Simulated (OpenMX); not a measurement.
Crystal: HfO2.

```
CELL_PARAMETERS angstrom
0.00000 2.55750 2.55750
2.55750 0.00000 2.55750
2.55750 2.55750 0.00000
ATOMIC_POSITIONS crystal
Hf 0.00000 0.00000 0.00000
O 0.75000 0.75000 0.75000
O 0.25000 0.25000 0.25000
```

Measurements of this composition are mostly on another form, of space group No. 14.

Base run:

```yaml
Program: OpenMX 3.8.5
Functional: PBE
Potentials_or_basis: OpenMX 2013 PBE set, Hf7.0-s3p2d2f2, O6.0-s3p2d2, grid cutoff 400 Ry
k_mesh: 9 × 9 × 9
Occupations: fermi-dirac, width 0.05 eV
Spin: no spin polarisation
```

Its results: band gap on the k mesh 3.90 eV, indirect (least direct gap 4.01 eV); pressure -7.0 GPa.

Task: The run is repeated on the same cell with these changes: functional from PBE to LDA; potentials or basis from OpenMX 2013 PBE set, Hf7.0-s3p2d2f2, O6.0-s3p2d2, grid cutoff 400 Ry to OpenMX 2013 LDA set, Hf7.0-s3p2d2f1, O6.0-s2p2d1, grid cutoff 400 Ry. What comes out?

Result: Band gap on the k mesh 3.70 eV, indirect (least direct gap 3.82 eV); pressure -20.4 GPa.

Caveats: spin-orbit coupling is left out, which moves the levels of the heavy elements; the mesh misses the band edges, which the band path finds closer together; the basis of atomic orbitals isn't converged, which shifts pressures, moduli and gaps; so large a pressure means that the cell lies far from this level's equilibrium, or that cutoff or potentials fall short (some runs).

Not every run made on this cell is shown here.
